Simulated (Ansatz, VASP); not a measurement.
## MgO: VASP beside Ansatz

Contents of INCAR:

```
ALGO = Normal
EDIFF = 1E-6
ENCUT = 520
GGA = PS
ISIF = 2
ISMEAR = 0
LASPH = True
LCHARG = False
LREAL = False
LWAVE = False
NBANDS = 16
NELM = 100
PREC = Accurate
SIGMA = 0.05
```

Contents of KPOINTS:

```
k-points
0
Gamma
  9 9 6
```

Contents of POSCAR:

```
MgO
1.0
    3.3034678116      0.0000000000      0.0000000000
   -1.6517339058      2.8608870454      0.0000000000
    0.0000000000      0.0000000000      5.0193879762
Mg O
2 2
Direct
    0.3333333333      0.6666666667     -0.0199501180
    0.6666666667      0.3333333333      0.4800498820
    0.3333333333      0.6666666667      0.4009416620
    0.6666666667      0.3333333333      0.9009416620
```

Input for Ansatz:

```yaml
crystal:
  lattice:
    - [3.3034678116, 0.0, 0.0]
    - [-1.6517339058, 2.8608870454, 0.0]
    - [0.0, 0.0, 5.0193879762]
  atoms:
    - { symbol: Mg, position: [0.3333333333, 0.6666666667, -0.019950118] }
    - { symbol: Mg, position: [0.6666666667, 0.3333333333, 0.480049882] }
    - { symbol: O, position: [0.3333333333, 0.6666666667, 0.400941662] }
    - { symbol: O, position: [0.6666666667, 0.3333333333, 0.900941662] }
basis:
  ecutwfc: 520.0
kpoints:
  mp_grid: { grid: [9, 9, 6] }
hamiltonian:
  xc: pbesol
  pseudopotentials: { kind: paw, azcp: { folder: soft_1 } }
scf:
  occupations: { method: gaussian, width: 0.05 }
output:
  forces: true
  stress: true
  eigenvalues: true
```

Alike in both runs: task single point; functional PBEsol; k mesh 9 × 9 × 6; occupations gaussian, width 0.05 eV; no spin polarisation.

|  | VASP | Ansatz |
| --- | --- | --- |
| version | VASP 6.6.1 | Ansatz 0.2.0 |
| potentials or method | VASP PAW PBE potentials, release 64 (Mg, O) | scalar-relativistic, plane waves, PAW |
| plane-wave cutoff (eV) | 520 | 520 |
| valence electrons in the cell | 16 | 32 |

Ansatz gave:

| Item | Value |
| --- | --- |
| gap on the k mesh at the Fermi level (eV) | 3.18 |
| least direct gap on the mesh (eV) | 3.18 |
| pressure (GPa) | 0.0 |
| largest component of the traceless stress (GPa) | 6.54 |
| rms of the force components (eV/Å) | 0.293 |

Problem. Which values does VASP return?

Solution. gap on the k mesh at the Fermi level (eV): 3.18; least direct gap on the mesh (eV): 3.18; pressure (GPa): -0.3; largest component of the traceless stress (GPa): 6.61; rms of the force components (eV/Å): 0.298.

Atom by atom the forces differ by 0.005 eV/Å (rms over components). The two sets of potentials don't hold the same shells in valence. Ansatz warned: «pseudo_functional_mismatch».

Caveats: the PAW data sets were made with another functional, which shifts forces and pressure a little (VASP); an odd mesh through Γ misses points on the zone boundary, where band edges often lie.
